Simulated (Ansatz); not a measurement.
Pb in Ansatz: convergence with xc grid

Input of the first run (xc grid 1); the others differ in this setting and in those tied to it:

The input input.yaml:

```yaml
crystal:
  lattice:
    - [0.0, 2.47502, 2.47502]
    - [2.47502, 0.0, 2.47502]
    - [2.47502, 2.47502, 0.0]
  atoms:
    - { symbol: Pb, position: [0.0, 0.0, 0.0] }
kpoints:
  mp_grid: { grid: [9, 9, 9] }
scf:
  occupations: { method: fermi_dirac, width: 0.05 }
hamiltonian:
  xc: pbe
  pseudopotentials: { kind: all_electron, lapw: { basis_error: 0.001 } }
output:
  forces: true
  stress: true
  eigenvalues: true
basis:
  xc_grid: 1
```

Potentials or basis: all-electron LAPW, scalar-relativistic.

The run is started by

```bash
$ ansatz run input.yaml --threads 1 --pin off --max-ram 3072MiB --backend cpu --events-out ev --progress --plain --runs-dir out
```

Hardware: 1 thread of Arm Neoverse V1, on a shared host.

```csv
xc grid,"energy less the tightest run, at zero smearing (meV/atom)",SCF cycles,CPU time (s),peak memory (GiB)
1,0.00,6,3.3,0.23
2,0.00,6,3.3,0.23
3,0.00,6,3.4,0.23
4,0.00,6,3.6,0.23
```

Against the tightest run, the energy stays within 1 meV/atom from 1 on. The tightest run that finished is the yardstick and may itself not be fully converged.

Spin-orbit coupling is left out, which matters for the levels of Pb.
